## When a relaxed crystal gains from being stretched

How can a crystal lower its energy when it is pulled away from its relaxed shape? At the true minimum, every small strain must cost energy. Yet in the PBE calculations below, for one form of tin, enlarging the edges by 1 % lowers the energy by about 6 meV per atom.

The table gives the changes of energy, pressure and band gap for five strains. The signs in the energy column hold the first clue.

Lonsdaleite-type Sn (4-atom cell, a = 4.635, c = 7.614 Å), computed with Ansatz 0.2.0: PBE, plane-wave PAW, 420 eV cutoff, 6×6×4 k mesh, no spin polarisation. The starting cell, the atoms under strain and the epitaxial normal were relaxed with r2SCAN; uniaxial strain holds the sides fixed. Changes are from the unstrained cell, with band overlap counted as a negative gap.

```csv
strain kind,strain (%),band gap change (eV),energy rise per atom (meV),pressure change (GPa)
epitaxial xy,-0.5,0.039,3.5,0.30
epitaxial xy,0.5,-0.042,-2.7,-0.31
hydrostatic,-3,0.144,73.2,4.88
hydrostatic,1,-0.016,-6.3,-1.20
uniaxial x,5,-0.066,0.0,-1.89
```

Both the energy column and the gap column report a change from the unstrained cell. Such a change has its usual meaning only if the starting point is what the name suggests: an energy minimum in the first case, a semiconductor with a gap in the second. Neither holds here.

## The sign of the fault: opposite strains

For very small strains about a minimum, stretching and squeezing by the same amount cost the same energy. The two epitaxial rows test this directly. Squeezing by 0.5 % costs 3.5 meV per atom, and stretching by 0.5 % gains 2.7 meV. Half the difference, 3.1 meV, changes sign with the strain, and half the sum, 0.4 meV, does not.

The part that changes sign is thus several times the part that a minimum would allow. This also separates the fault from an instability of the crystal under this strain. At an energy maximum both directions would lower the energy, whereas here one direction costs and the other gains. The starting cell lies on a slope.

## Why the slope is there

The cell was relaxed with r2SCAN, but the energies were computed with PBE. Each functional has its own equilibrium size, and PBE commonly prefers somewhat longer bonds. To PBE this cell is a spring clamped shorter than its natural length, and the same calculations show the clamping as a pressure of about 1.55 GPa before any strain is applied.

The epitaxial rows carry a second mark of the mismatch. Their direction normal to the plane was left free to relax, so it should end without stress. PBE still finds 1.3 to 1.4 GPa along it, because the relaxation followed the r2SCAN stress.

## The model: a preloaded spring

For equal strain of all edges, the energy change per atom is

$$\Delta E \approx -P_0\,\Delta V + \frac{B\,(\Delta V)^2}{2V_0}.$$

Here $P_0$ is the pressure of the unstrained cell, $V_0$ its volume per atom, $\Delta V$ the change of that volume and $B$ the bulk modulus. The first term is the release of the preload. The second is the elastic energy that the column appears to promise. A preload of 1 GPa does about 7 meV of work per atom when the edges grow by 1 %, while the elastic cost of that strain is only about 4 meV. A small disagreement about the equilibrium size can therefore reverse the sign of the energy change.

The limiting cases follow at once. For tiny strains the first term wins, and the sign of the energy change depends only on the direction. For large strains the second term wins, and any strain costs energy. Between them lies a minimum where the pressure has fallen to zero, and at about twice that strain the energy is back at its starting value.

The hydrostatic stretch can be worked out in full.

1. The pressure starts at 1.55 GPa and changes by −1.20 GPa, so it ends at 0.35 GPa. Its mean is 0.95 GPa.
2. The volume grows by $1.01^3-1 = 0.0303$ of 35.41 Å³, which is 1.07 Å³ per atom.
3. The work released is $0.95 \times 1.07 = 1.02$ GPa Å³. With 6.24 meV to each GPa Å³, this is about 6.4 meV per atom.

The table gives an energy rise of −6.3 meV. The gain is therefore ordinary mechanical work done by a compressed solid. If the pressure keeps falling at the same rate, it vanishes at a stretch of about 1.3 %, which is roughly where PBE would place its own equilibrium.

## A zero that hides two large terms

The uniaxial row looks harmless: a stretch of 5 % with no change in energy. Read literally, it would mean a crystal without stiffness along x. The preload alone would lower the energy by 18 meV per atom, and the elastic cost raises it by the same amount.

The stress shows how this comes about. Along x it runs from 1.65 GPa of compression to 1.70 GPa of tension, so its mean is almost zero. On a straight line between these ends, the stress vanishes near a strain of 2.5 %, where the energy should lie some 4 to 5 meV below the start. The 5 % row sits at about twice that strain, just where the spring picture brings the energy back to its starting value.

## What the fault does to a derived property

Take the bulk modulus, the pressure needed per relative change of volume. If each hydrostatic energy is taken as purely elastic, the squeezed row gives 87 GPa and the stretched row −62 GPa. A negative modulus would describe a solid that swells when pressed. That absurd result exposes the stretched row, but the squeezed row looks normal and would pass unnoticed.

Once the preload term is removed, the two rows give 51 and 40 GPa. The remaining difference has a physical reason: a solid stiffens as its atoms are pushed together. The pressure changes confirm this independently of the energies, with 56 GPa on squeezing and 40 GPa on stretching.

The practical rule follows from the mechanism. Either the cell is relaxed with the functional that supplies the energies, or the work of the initial stress is subtracted. The second way gives the stiffness of the clamped cell, not that of the size PBE itself would choose. If a functional preferred a smaller cell than the one supplied, the signs would reverse, and a slight squeeze would lower the energy.

## How well the model does

The printed output applies the same idea to all five rows, axis by axis, with the mean of the initial and final force on each face and no constant adjusted to the energies. It agrees with the hydrostatic stretch to about 1 % of the computed value. For the 3 % squeeze it is 3 % too high, because the stress rises along a curve and the model draws a straight line.

The largest relative miss among the rows with a non-zero energy is about 10 %, for the epitaxial stretch. A small part of it is the rounding of the table. A possible cause of the rest is that the atoms also shift inside the cell. They were placed by r2SCAN and still feel PBE forces, and the work of those forces is left out of the model. This explanation has not been tested.

## The second false starting point: a gap below zero

The gap column has the same weakness. The band gap is zero in every row, yet its change is not. The calculations resolve the contradiction: the top of the valence band lies above the bottom of the conduction band, by about 0.26 eV in the unstrained cell. There both edges lie on the same twofold band, which runs along the hexagonal axis, at the two points where single bands cross it. Between these points, counting filled levels assigns one of its two branches to the valence band and the other to the conduction band, so the overlap measures how far this band falls between the two edges. The column follows this overlap as a negative gap, so a positive entry means less overlap and not an opened gap.

Even the starting value depends on how finely the band edges were searched. The 3 % squeeze used a coarser search, with a reference that differs by 0.03 eV from that of the other rows. This is twice the whole change of 0.016 eV in the 1 % stretch, so the two hydrostatic rows should not be joined into one slope. The edges of the squeezed cell were read on the same coarse points, and a coarse search can only make an overlap look too small. At the point taken for its conduction edge, the highest valence level and the lowest conduction level lie at least 0.08 eV apart, whereas in the unstrained cell they almost touch there. The true edge is therefore probably lower, and the entry of 0.144 eV probably too large. In the uniaxial row the valence edge moves to a different direction in the crystal, and its entry compares different electronic states.

A deeper limit is the absence of spin–orbit coupling, the interaction of an electron's spin with its orbital motion. This coupling would split the twofold band on which both edges lie, so the size of the overlap, and even its existence, remain uncertain. PBE adds an error of its own: it tends to place empty levels too low, which favours an overlap. What the column does support is a direction within this approximation: squeezing reduces the overlap and stretching increases it.

Printed output of the fit:

```
Energy in meV per atom:
           row  strain_percent  computed  linear_term    rest  work_from_stress      miss
  epitaxial xy            -0.5       3.5        2.893  0.6066             3.353   -0.1474
  epitaxial xy             0.5      -2.7       -2.893  0.1934            -2.424    0.2759
   hydrostatic              -3      73.2        30.92   42.28             75.67      2.47
   hydrostatic               1      -6.3       -10.31   4.006            -6.338  -0.03791
    uniaxial x               5         0       -18.23   18.23            0.2648    0.2648
Epitaxial pair, odd part of the energy at 0.5 % (meV per atom): 3.1
Epitaxial pair, even part of the energy at 0.5 % (meV per atom): 0.4
Bulk modulus from raw energy, hydrostatic -3 % then +1 % (GPa): hydrostatic 86.86, hydrostatic -62.09
Bulk modulus with linear term removed, same rows (GPa): hydrostatic 51.26, hydrostatic 40.5
Bulk modulus from pressure change, same rows (GPa): hydrostatic 55.88, hydrostatic 39.6
Hydrostatic strain at which the PBE pressure would vanish (%): 1.295
Uniaxial strain at which the stress along x vanishes, straight line (%): 2.464
Estimated energy at that strain (meV per atom): -4.493
Band overlap in eV:
           row  strain_percent  unstrained_overlap  strained_overlap  gap_change
  epitaxial xy            -0.5              0.2559            0.2168     0.03905
  epitaxial xy             0.5              0.2559             0.298    -0.04209
   hydrostatic              -3              0.2245           0.08018      0.1444
   hydrostatic               1              0.2559            0.2717     -0.0158
    uniaxial x               5              0.2559            0.3215    -0.06557
Shift of the unstrained gap by the finer edge search (eV): -0.03136
Gap change at hydrostatic +1 % if the coarse reference were used (eV): -0.04716
```
